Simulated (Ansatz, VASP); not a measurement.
# Be: VASP beside Ansatz

INCAR

```
SYSTEM = Be
PREC = Accurate
ENCUT = 520
EDIFF = 1E-7
ISMEAR = 0
SIGMA = 0.2
LREAL = .FALSE.
LASPH = .TRUE.
NELM = 100
ALGO = Normal
ISIF = 2
LWAVE = .FALSE.
LCHARG = .TRUE.
GGA = PE
LELF = .TRUE.
LVHAR = .TRUE.
NBANDS = 12
```

Contents of KPOINTS:

```
regular mesh
0
G
  8 6 6
  0 0 0
```

The input POSCAR:

```
Be
1.0
    0.0000000000      0.0000000000      2.6616410516
    4.0416142512      0.0000000000      0.0000000000
    0.0000000000      4.0416142512      0.0000000000
Be
4
Direct
    0.5000000000      0.0000000000      0.0000000000
    0.5000000000      0.0000000000      0.5000000000
    0.5000000000      0.5000000000      0.0000000000
    0.5000000000      0.5000000000      0.5000000000
```

Input for Ansatz:

```yaml
crystal:
  lattice:
    - [0.0, 0.0, 2.6616410516]
    - [4.0416142512, 0.0, 0.0]
    - [0.0, 4.0416142512, 0.0]
  atoms:
    - { symbol: Be, position: [0.5, 0.0, 0.0] }
    - { symbol: Be, position: [0.5, 0.0, 0.5] }
    - { symbol: Be, position: [0.5, 0.5, 0.0] }
    - { symbol: Be, position: [0.5, 0.5, 0.5] }
basis:
  ecutwfc: 420
kpoints:
  mp_grid: { grid: [8, 6, 6] }
hamiltonian:
  xc: pbe
scf:
  occupations: { method: gaussian, width: 0.2 }
  lower_state_search: "off"
output:
  forces: true
  stress: true
  eigenvalues: true
```

Alike in both runs: task single point; functional PBE; k mesh 8 × 6 × 6; occupations gaussian, width 0.2 eV; no spin polarisation.

|  | VASP | Ansatz |
| --- | --- | --- |
| version | VASP 6.6.1 | Ansatz 0.2.0 |
| potentials or method | VASP PAW PBE potentials, release 64 (Be) | scalar-relativistic, plane waves, PAW |
| plane-wave cutoff (eV) | 520 | 420 |
| valence electrons in the cell | 8 | 8 |

Ansatz gave:

```
gap on the k mesh at the Fermi level (eV)       : none
pressure (GPa)                                  : -0.2
largest component of the traceless stress (GPa) : 0.99
```

Question: Which values does VASP return?

Answer: gap on the k mesh at the Fermi level (eV): none; pressure (GPa): -0.1; largest component of the traceless stress (GPa): 1.07.

A gap of «none» marks a metal or a gap that the smearing closes.
